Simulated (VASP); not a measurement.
**GaP: single point with PBE**

The system is GaP.

```
Ga P
1.0
     0.00000    2.58368    2.84369
     2.58368    0.00000    2.84369
     2.58368    2.58368    0.00000
Ga P
1 1
Direct
  0.00000 0.00000 0.00000
  0.25000 0.25000 0.25000
```

The cell was built by a generator and needn't be a form met in nature.

The cell isn't the ideal one: epitaxial_xy strain -5.2%.

```json
{
 "Program": "VASP 6.6.1",
 "Task": "single point",
 "Functional": "PBE",
 "Potentials or basis": "VASP PAW PBE potentials, release 64 (Ga_d, P)",
 "Cutoff": "520 eV",
 "k mesh": "8 × 8 × 8",
 "Occupations": "fermi-dirac, width 0.02 eV",
 "Spin": "no spin polarisation"
}
```

```yaml
Pressure: 8.7 GPa
Band_gap_on_the_k_mesh: 1.05 eV, indirect (least direct gap 2.06 eV)
```

Stress tensor (GPa, compression positive):
```
11.47  0.00  0.00
 0.00 11.47  0.00
 0.00  0.00  3.02
```

Levels at points of the mesh, in eV from the valence-band top:
```csv
k point,band 6,band 7,band 8,band 9,band 10,band 11,band 12,band 13
"(0.00, 0.00, 0.00)",-13.19,-0.66,0.00,0.00,2.06,3.65,3.65,3.84
"(0.50, 0.00, 0.00)",-10.90,-7.21,-1.87,-0.97,1.40,4.39,4.90,8.27
"(0.50, 0.50, 0.00)",-10.25,-7.72,-2.62,-2.62,1.82,2.18,10.88,10.89
"(0.50, 0.00, 0.50)",-9.76,-7.03,-3.36,-3.29,1.08,1.24,10.14,10.30
```

It took 27 s on 1 thread of AMD EPYC 9R45 96-Core Processor (Zen 5), on a shared host, peak memory 0.15 GiB.

A k mesh can miss the band edges.
